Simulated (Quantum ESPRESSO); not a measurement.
**GaN under changes of volume**

One of the cells (11.444 Å³/atom); the others are scaled copies at fixed shape and fractional positions:

```
Ga N
1.0
     0.00000    2.25350    2.25350
     2.25350    0.00000    2.25350
     2.25350    2.25350    0.00000
Ga N
1 1
Direct
  0.00000 0.00000 0.00000
  0.25000 0.25000 0.25000
```

The cell is a database's computed one.

```yaml
Program: Quantum ESPRESSO 7.5
Functional: PBEsol
Potentials_or_basis: PseudoDojo 0.4.1 SR PBEsol standard
Cutoff: 1143 eV
Density_cutoff: 4572 eV
k_mesh: 10 × 10 × 10
Occupations: fermi-dirac, width 0.05 eV
Spin: no spin polarisation
```

```tsv
volume (Å³/atom)	energy over the lowest point (meV/atom)	pressure (GPa)	gap on the mesh (eV)
10.757	22.50	12.1	2.11
10.986	8.69	7.3	1.97
11.215	1.42	3.0	1.84
11.444	0.00	-0.9	1.71
11.673	3.84	-4.4	1.58
11.902	12.40	-7.5	1.45
12.131	?	?	?
```

Q: What does the run at 12.131 Å³/atom give?

A: Energy over the lowest point 25.19 meV/atom; pressure -10.3 GPa; gap on the mesh 1.33 eV.

Worked out: A Birch-Murnaghan fit of order 3 (a polynomial in V^(-2/3)) to the other rows has its minimum at 11.39 Å³/atom with B0 = V·E''(V) = 188 GPa and B' = 4.4. It gives 25.19 meV/atom at 12.131 Å³/atom, against the run's 25.19, and -dE/dV = -10.3 GPa, against -10.3. A straight line through the other rows of the gap, of slope -6.5 eV per unit of ln V (its deformation potential), extrapolates to 1.33 eV, against the run's 1.33.

Energies are extrapolated to zero smearing.

Spin-orbit coupling on Ga is left out.
